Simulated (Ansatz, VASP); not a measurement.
CaS (Oldhamite) in VASP and in Ansatz

The input INCAR:

```
SYSTEM = CaS
PREC = Accurate
ENCUT = 520
EDIFF = 1E-7
ISMEAR = -1
SIGMA = 0.05
LREAL = .False.
LASPH = .True.
NELM = 100
ALGO = Normal
ISIF = 2
LWAVE = .False.
LCHARG = .False.
GGA = PS
NBANDS = 15
```

The input KPOINTS:

```
regular mesh
0
Gamma
  8 8 8
  0 0 0
```

File POSCAR:

```
CaS
1.0
    0.0000000000      2.8045763709      2.8045763709
    2.8045763709      0.0000000000      2.8045763709
    2.8045763709      2.8045763709      0.0000000000
Ca S
1 1
Direct
    0.0000000000      0.0000000000      0.0000000000
    0.5000000000      0.5000000000      0.5000000000
```

The input input.yaml:

```yaml
crystal:
  lattice:
    - [0.0, 2.8045763709, 2.8045763709]
    - [2.8045763709, 0.0, 2.8045763709]
    - [2.8045763709, 2.8045763709, 0.0]
  atoms:
    - { symbol: Ca, position: [0.0, 0.0, 0.0] }
    - { symbol: S, position: [0.5, 0.5, 0.5] }
hamiltonian:
  xc: pbesol
  pseudopotentials: { kind: paw }
kpoints:
  mp_grid: { grid: [8, 8, 8] }
scf:
  occupations: { method: fermi_dirac, width: 0.05 }
output:
  forces: true
  stress: true
  eigenvalues: true
  write_density: true
  write_potential: true
  elf: true
  volumetric_format: npy
```

Change from the starting cell: volume scaled by 0.96.

Alike in both runs: task single point; functional PBEsol; k mesh 8 × 8 × 8; occupations fermi-dirac, width 0.05 eV; no spin polarisation.

```csv
,VASP,Ansatz
version,VASP 6.6.1,Ansatz 0.2.0
potentials or method,"VASP PAW PBE potentials, release 64 (Ca_sv, S)",Ansatz PAW
plane-wave cutoff (eV),520,420
valence electrons in the cell,16,16
```

```csv
,VASP,Ansatz,Ansatz less VASP
gap on the k mesh at the Fermi level (eV),2.12,2.12,+0.006
least direct gap on the mesh (eV),2.97,2.98,+0.006
pressure (GPa),1.0,0.8,-0.21
```

Caveats: the PAW data sets were made with another functional, which shifts forces and pressure a little (VASP); the PAW data sets come from PBE, with cores solved anew for the run's functional, which leaves a small shift of forces and pressure (Ansatz). A k mesh can miss the band edges.
